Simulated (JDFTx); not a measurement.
Set up this calculation in JDFTx 1.7.0 (patched build), as the native input.

```
Task                                    : relaxation of cell and atoms
Functional                              : PBE
Potentials or basis                     : PseudoDojo-SR-PBE-0.5-standard with smoothed tails
Cutoff                                  : 1088 eV
Density cutoff                          : 8708 eV
k mesh                                  : 4 × 4 × 1
Occupations                             : fermi-dirac, width 0.05 eV
Spin                                    : no spin polarisation
Local potential set to -Z/r beyond      : 6 bohr
Density cutoff over wavefunction cutoff : 8
Max SCF steps                           : 100
SCF threshold on the energy             : 1e-09 Ha
Solver of the electrons                 : scf
Further solve for the empty bands       : no
```

MoS2:

```
Mo S
1.0
     3.16900    0.00000    0.00000
    -1.58450    2.74443    0.00000
     0.00000    0.00000   12.32400
Mo S
2 4
Direct
  0.66667 0.33333 0.75000
  0.33333 0.66667 0.25000
  0.66667 0.33333 0.37700
  0.33333 0.66667 0.87700
  0.66667 0.33333 0.12300
  0.33333 0.66667 0.62300
```

One way to write it, as run:

MoS2.in

```
include MoS2.lattice
coords-type Lattice
include MoS2.ionpos

ion-species pseudo/Mo.upf
ion-species pseudo/S.upf
elec-cutoff 40 320
elec-ex-corr gga-PBE
kpoint-folding 4 4 1
elec-smearing Fermi 0.0018374661
elec-n-bands 34
electronic-SCF nIterations 100 energyDiffThreshold 1e-09
electronic-minimize nIterations 30 energyDiffThreshold 1e-7
forces-output-coords Cartesian
lattice-minimize nIterations 40 energyDiffThreshold 1e-6

dump-name run.$VAR
dump End Ecomponents EigStats BandEigs Kpoints Forces Stress
```

MoS2.lattice

```
lattice \
    5.9885420889    -2.9942710445     0.0000000000 \
    0.0000000000     5.1862295807     0.0000000000 \
    0.0000000000     0.0000000000    23.2889847599
```

MoS2.ionpos

```
ion Mo     0.6666666667     0.3333333333     0.7500000000 1
ion Mo     0.3333333333     0.6666666667     0.2500000000 1
ion S      0.6666666667     0.3333333333     0.3770000000 1
ion S      0.3333333333     0.6666666667     0.8770000000 1
ion S      0.6666666667     0.3333333333     0.1230000000 1
ion S      0.3333333333     0.6666666667     0.6230000000 1
```

Potentials or basis: PseudoDojo-SR-PBE-0.5-standard with smoothed tails.

Run with:

```console
$ jdftx -c 1 -i MoS2.in -o MoS2.out
```

It gave:

| Item | Value |
| --- | --- |
| Relaxed volume | 20.10 Å³/atom |
| Relaxed cell | a = 3.182 Å, b = 3.182 Å, c = 13.751 Å, α = 90.00°, β = 90.00°, γ = 120.00° |
| Space group after relaxing (to 0.05 Å) | P6_3/mmc (No. 194) |
| Energy gained by relaxing | 18.0 meV/atom |
| Ionic steps | 20 |
| Pressure after relaxing | 0.0 GPa |
| Band gap on the k mesh | 1.60 eV, indirect (least direct gap 2.41 eV) |

Caveat: the k mesh is coarse (spacing up to 0.57 Å⁻¹), so the values aren't converged; the plane waves are those of the starting cell, so after so large a change of volume the result is rough; an odd mesh through Γ misses points on the zone boundary, where band edges often lie; this functional lacks dispersion, which binds the layers, so the pressure and a relaxed spacing across them are unreliable.

It took 7.2 min on 1 thread of AMD EPYC 9R45 96-Core Processor (Zen 5), on a shared host, peak memory 0.25 GiB.
